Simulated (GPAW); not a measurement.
# CoO (R3m) in GPAW: equation of state

How stiff is CoO in PBEsol, and what volume does it want? The cell is scaled to several volumes.

Everything below comes from runs of GPAW 26.7.0. Logs are shortened: lines on timing, memory, paths and dates and some standing lists are left out, and cuts for length are marked. The log counts tension as positive stress, the text compression.

### Step 1. The structure

Symmetry: R3m, No. 160, trigonal system. Conventional cell: a = 3.204 Å, b = 3.204 Å, c = 7.699 Å, α = 90.00°, β = 90.00°, γ = 120.00°. Co (site symmetry 3m) is surrounded by 4 O at 1.91 to 1.96 Å. Around O (site symmetry 3m) lie 4 Co at 1.91 to 1.96 Å.

Measurements of this composition are mostly on another form, of space group No. 225.

### Step 2. Equation of state, PBEsol, collinear spin, ferromagnetic start

File run.py:

```python
from ase import Atoms
from ase.eos import EquationOfState
from ase.io import Trajectory
from ase.units import GPa
from ase.parallel import parprint
from gpaw import GPAW, PW, setup_paths

setup_paths.insert(0, '.')

atoms = Atoms(['Co', 'O'],
              cell=[[1.6022198417, 0.9250420569, 2.5664708903],
                    [-1.6022198417, 0.9250420569, 2.5664708903],
                    [0.0, -1.8500841138, 2.5664708903]],
              scaled_positions=[[0.99897832, 0.99897832, 0.99897832],
                                [0.75102103, 0.75102103, 0.75102103]],
              pbc=True)
atoms.set_initial_magnetic_moments([2.0, 0.0])

traj = Trajectory('eos.traj', 'w')
volumes, energies = [], []
for x in [0.94, 0.96, 0.98, 1.0, 1.02, 1.04, 1.06]:
    a = atoms.copy()
    a.set_cell(atoms.cell * x**(1 / 3), scale_atoms=True)
    calc = GPAW(mode=PW(800),
                xc='PBEsol',
                kpts={'size': (10, 10, 10), 'gamma': True},
                occupations={'name': 'fermi-dirac', 'width': 0.05},
                nbands=17,
                convergence={'density': 1e-05, 'energy': 1e-05},
                maxiter=150,
                txt=f'eos-{x:.2f}.txt')
    a.calc = calc
    energies.append(a.get_potential_energy(force_consistent=True))
    volumes.append(a.get_volume())
    p = -a.get_stress()[:3].mean() / GPa
    calc.write(f'eos-{x:.2f}.gpw')
    traj.write(a)
    parprint(f'{x:.2f} {volumes[-1]:10.4f} A^3 {energies[-1]:14.6f} eV {p:9.3f} GPa', flush=True)

v0, e0, B = EquationOfState(volumes, energies, eos='birchmurnaghan').fit()
parprint(f'V0 = {v0:.4f} A^3, E0 = {e0:.6f} eV, B0 = {B / GPa:.2f} GPa')
```

Potentials or basis: PAW data sets generated in the run's folder for this functional, pw.

The run is started by

```
$ gpaw-setup -f PBEsol Co O
$ OMP_NUM_THREADS=1 mpirun -n 4 gpaw python run.py
```

What it wrote:

```text
__  _  _
 | _ |_)|_||  |
 |__||  | ||/\| - 26.7.0

Input parameters:
  mode=PW(ecut=800.0),
  convergence={'density': 1e-05, 'energy': 1e-05},
  kpts=MonkhorstPack(size=(10, 10, 10), gamma=True),
  maxiter=150,
  nbands=17,
  occupations=Occupations(name='fermi-dirac', width=0.05),
  xc=XC(name='PBEsol')

Diagonalizing LCAO Hamiltonian
Converting LCAO to pw mode

       Co

       O

Atoms  # Å, Bohr magnetons
|   | symbol |         x |         y |        z |    initial magnetic moments |
|---|--------|-----------|-----------|----------|-----------------------------|
| 0 |     Co | -0.000000 | -0.000000 | 7.534532 | ( 0.0000,  0.0000,  2.0000) |
| 1 |      O | -0.000000 | -0.000000 | 5.664379 | ( 0.0000,  0.0000,  0.0000) |

Unit cell  # Å
| periodic |         x |         y |        z |  lengths |    angles |
|----------|-----------|-----------|----------|----------|-----------|
|      yes |  1.569512 |  0.906158 | 2.514079 | 3.099207 | 60.851823 |
|      yes | -1.569512 |  0.906158 | 2.514079 | 3.099207 | 60.851823 |
|      yes |  0.000000 | -1.812317 | 2.514079 | 3.099207 | 60.851823 |

Number of symmetries: 6
Symmetry operations  # r_c * U_cc + t_c -> r_c
|   | kind |            matrix            |
|---|------|------------------------------|
| 0 |  E   |  1, 0, 0,  0, 1, 0,  0, 0, 1 |
| 1 |  σ   |  1, 0, 0,  0, 0, 1,  0, 1, 0 |
| 2 |  σ   |  0, 1, 0,  1, 0, 0,  0, 0, 1 |
| 3 |  C3  |  0, 1, 0,  0, 0, 1,  1, 0, 0 |
| 4 |  C3  |  0, 0, 1,  1, 0, 0,  0, 1, 0 |
| 5 |  σ   |  0, 0, 1,  0, 1, 0,  1, 0, 0 |

BZ-sampling:
  Number of BZ points: 1000
  Number of IBZ points: 116

  Monkhorst-Pack size: [10, 10, 10]
  Monkhorst-Pack shift: [0.05, 0.05, 0.05]

K-points  # in reciprocal-cell coordinates
|     |                                coordinates |     weight |
|-----|--------------------------------------------|------------|
|   0 | (  0.00000000,   0.00000000,   0.00000000) | 0.00100000 |
|   1 | (  0.10000000,   0.00000000,  -0.10000000) | 0.00600000 |
|   2 | (  0.10000000,   0.00000000,   0.00000000) | 0.00600000 |
|   3 | (  0.10000000,   0.10000000,  -0.10000000) | 0.00600000 |
|   4 | (  0.10000000,   0.10000000,   0.00000000) | 0.00600000 |
|   5 | (  0.10000000,   0.10000000,   0.10000000) | 0.00200000 |
|   6 | (  0.20000000,  -0.10000000,  -0.10000000) | 0.00600000 |
|   7 | (  0.20000000,   0.00000000,  -0.20000000) | 0.00600000 |
|   8 | (  0.20000000,   0.00000000,  -0.10000000) | 0.01200000 |
|   9 | (  0.20000000,   0.00000000,   0.00000000) | 0.00600000 |
| ... |                                            |            |
| 115 | (  0.50000000,   0.50000000,   0.50000000) | 0.00100000 |

Plane wave coefficients: 1128
Cutoff: 800.0 eV

Spin-components: 2 (collinear spins)
Bands:           17
Projectors:      11
Spin-degeneracy: 1
Datatype:        complex128

Parallelization:
  kpt:    4
  domain: 1
  band:   1

Density:
  Valence electrons: 15.0
  Components: 2
  Grid points: [21 21 21]
  Charge: 0.0  # |e|

Potential:
  Grid points: [21 21 21]

species:
  Co:
    name:    Cobalt
    Z:       27.0
    valence: 9
    core:    18
    charge:  0.0  # [|e|]
    compensation charges:
      type: gauss
      rc: 0.32  # [Å]
      lmax: 2
    cutoffs:
      filter: 1.87  # [Å]
      core: 2.55  # [Å]
    projectors
    | kind |    occ | energy [eV] | rcut [Å] |
    |------|--------|-------------|----------|
    |   4s |  2.000 |      -5.488 |    1.005 |
    |   4p |  0.000 |      -1.248 |    1.058 |
    |   3d |  7.000 |      -8.230 |    1.005 |
    |    s |        |      21.723 |    1.005 |
    |    p |        |      25.963 |    1.058 |
    |    d |        |      18.981 |    1.005 |

    Using partial waves for Co as LCAO basis

  O:
    name:    Oxygen
    Z:       8.0
    valence: 6
    core:    2
    charge:  0.0  # [|e|]
    compensation charges:
      type: gauss
      rc: 0.21  # [Å]
      lmax: 2
    cutoffs:
      filter: 1.17  # [Å]
      core: 0.83  # [Å]
    projectors
    | kind |    occ | energy [eV] | rcut [Å] |
    |------|--------|-------------|----------|
    |   2s |  2.000 |     -23.808 |    0.688 |
    |   2p |  4.000 |      -8.972 |    0.598 |
    |    s |        |       3.404 |    0.688 |
    |    p |        |      18.239 |    0.598 |
    |    d |        |       0.000 |    0.619 |

    Using partial waves for O as LCAO basis

Reference energy: -39902.827428  # eV

eigensolver:
  PPCG
  Converge bands: occupied
  niter=2

density mixing:
  MSR1-Mixer
  Pratt-step length: 0.05
  Maximum mixing coefficient: 0.75
  Old densities: 10
  SVD Regularization: 0.005
  Good broyden scale: 1.0
  Trust region scale: 1.0
  Backstep threshold: 4.0
  History deletion threshold: 6.0
  Fourier metric: weight=20.0, sigma=0.015

occupation numbers:
  Fermi-Dirac:
    width: 0.0500  # eV

poisson solver:
  ecut: 6400.0  # eV

xc functional:
  name: PBEsol with 2 nearest neighbor stencil

convergence criteria:
- Maximum integral of absolute [dens]ity change: 1e-05 electrons / valence electron
- Maximum [total energy] change in last 3 cyles: 1e-05 eV / valence electron
- Maximum integral of absolute [eigenst]ate change: 4e-08 eV^2 / valence electron
maximum number of iterations: 150

SCF iterations
|iter     | |      energy | eigst |  dens |  magmom |
|---------|-|-------------|-------|-------|---------|
|iter:   1| |  -16.191912 | +0.08 |       |  +2.0014|
|iter:   2| |  -16.013512 | -1.96 | -0.89 |  +2.0227|
|iter:   3| |  -15.613886 | -1.81 | -0.94 |  +2.1006|
|iter:   4| |  -15.627499 | -2.89 | -1.42 |  +2.1087|
|iter:   5| |  -15.644037 | -2.91 | -1.67 |  +2.1191|
|iter:   6| |  -15.644478 | -4.09 | -2.13 |  +2.1341|
|iter:   7| |  -15.646008 | -4.37 | -2.36 |  +2.1653|
|iter:   8| |  -15.646974 | -3.85 | -2.38 |  +2.2392|
|iter:   9| |  -15.647182 | -4.48 | -2.49 |  +2.3259|
|iter:  10| |  -15.647844 | -4.29 | -2.46 |  +2.3306|
|iter:  11| |  -15.647906 | -5.30 | -3.14 |  +2.3671|
|iter:  12| |  -15.647878c| -5.84 | -3.45 |  +2.3509|
|iter:  13| |  -15.647883c| -6.76 | -3.83 |  +2.3576|
|iter:  14| |  -15.647880c| -7.99c| -4.48 |  +2.3567|
|iter:  15| |  -15.647879c| -7.99c| -4.84 |  +2.3569|
|iter:  16| |  -15.647879c| -8.57c| -5.49c|  +2.3569|

Converged in 16 steps
Energy contributions relative to reference atoms: (reference = -39902.827428)

Energy contributions:
  Kinetic:          25.617727
  Coulomb:         -23.359848
  Zero:              0.141383
  External:          0.000000
  Xc:              -18.035664
  Entropy:          -0.022954
  Spinorbit:         0.000000
  ----------------------------
  Free energy:     -15.659356
  Extrapolated:    -15.647879

dipole moment: (0.000000, -0.000000, 22.254626)  # |e|*Ang

Total magnetic moment: (0.000000, 0.000000, 2.356932)

Local magnetic moments
|        x |        y |        z |
|----------|----------|----------|
| 0.000000 | 0.000000 | 2.017147 |  # Co   0
| 0.000000 | 0.000000 | 0.186653 |  # O    1

Fermi level: 7.330
Eigenvalues  # (at kpt = [0.000, 0.000, 0.000])
| band index |      eig [eV] | occ [0-1] |      eig [eV] | occ [0-1] |
|------------|---------------|-----------|---------------|-----------|
|          0 |       -13.212 |     1.000 |       -12.788 |     1.000 |
|          1 |         0.725 |     1.000 |         1.683 |     1.000 |
|          2 |         0.777 |     1.000 |         1.766 |     1.000 |
|          3 |         0.777 |     1.000 |         1.766 |     1.000 |
|          4 |         5.200 |     1.000 |         6.765 |     1.000 |
|          5 |         5.200 |     1.000 |         6.765 |     1.000 |
|          6 |         7.483 |     0.045 |         7.871 |     0.000 |
|          7 |         7.910 |     0.000 |         9.906 |     0.000 |
|          8 |         7.910 |     0.000 |         9.907 |     0.000 |
|          9 |         8.077 |     0.000 |         9.996 |     0.000 |
|         10 |        21.639 |     0.000 |        22.050 |     0.000 |
|         11 |        21.639 |     0.000 |        22.050 |     0.000 |
|         12 |        22.253 |     0.000 |        22.658 |     0.000 |
|         13 |        27.874 |     0.000 |        28.053 |     0.000 |
|        ... |               |           |               |           |
|         16 |        28.329 |     0.000 |        28.761 |     0.000 |

No gap
No difference between direct/indirect transitions

Stress tensor  # eV/Ang^3
|         x |         y |         z |
|-----------|-----------|-----------|
|  0.016926 |  0.000000 |  0.000000 |
| -0.000000 |  0.016926 | -0.000000 |
|  0.000000 | -0.000000 | -0.022825 |

# Writing to eos-0.94.gpw (mode='')
```

stdout:

```text
0.94    21.4535 A^3     -15.659356 eV    -0.589 GPa
0.96    21.9100 A^3     -15.655850 eV    -2.554 GPa
0.98    22.3665 A^3     -15.646618 eV    -4.620 GPa
1.00    22.8229 A^3     -15.631286 eV    -6.771 GPa
1.02    23.2794 A^3     -15.609855 eV    -8.899 GPa
1.04    23.7358 A^3     -15.582426 eV   -10.949 GPa
1.06    24.1923 A^3     -15.549068 eV   -12.882 GPa
<dir> UserWarning: The minimum volume of your fit is not in your volumes.  You may not have a minimum in your dataset!
  warnings.warn(
<dir> UserWarning: The minimum volume of your fit is not in your volumes.  You may not have a minimum in your dataset!
  warnings.warn(
<dir> UserWarning: The minimum volume of your fit is not in your volumes.  You may not have a minimum in your dataset!
  warnings.warn(
<dir> UserWarning: The minimum volume of your fit is not in your volumes.  You may not have a minimum in your dataset!
  warnings.warn(
V0 = 21.4090 A^3, E0 = -15.659364 eV, B0 = 93.01 GPa
```

Run time: 4.5 min. Hardware: 4 MPI ranks of Arm Neoverse V1, shared host; peak memory 0.29 GiB.

Results:

| Item | Value |
| --- | --- |
| Equilibrium volume | 10.70 Å³/atom (rough: see the caveat) |
| Bulk modulus at fixed shape and positions | 93 GPa (rough) |

Energy against volume, from the lowest point:
```
volume (Å³/atom)  energy (meV/atom)
          10.727               0.00
          10.955               1.75
          11.183               6.37
          11.411              14.03
          11.640              24.75
          11.868              38.46
          12.096              55.14
```

Caveat: the fit is doubtful: noisy points or a state that changes with volume; the minimum lies outside the volumes run; the cell was scaled at fixed shape and fractional positions, which overstates the stiffness of a crystal with free parameters, most of all of layers and chains.
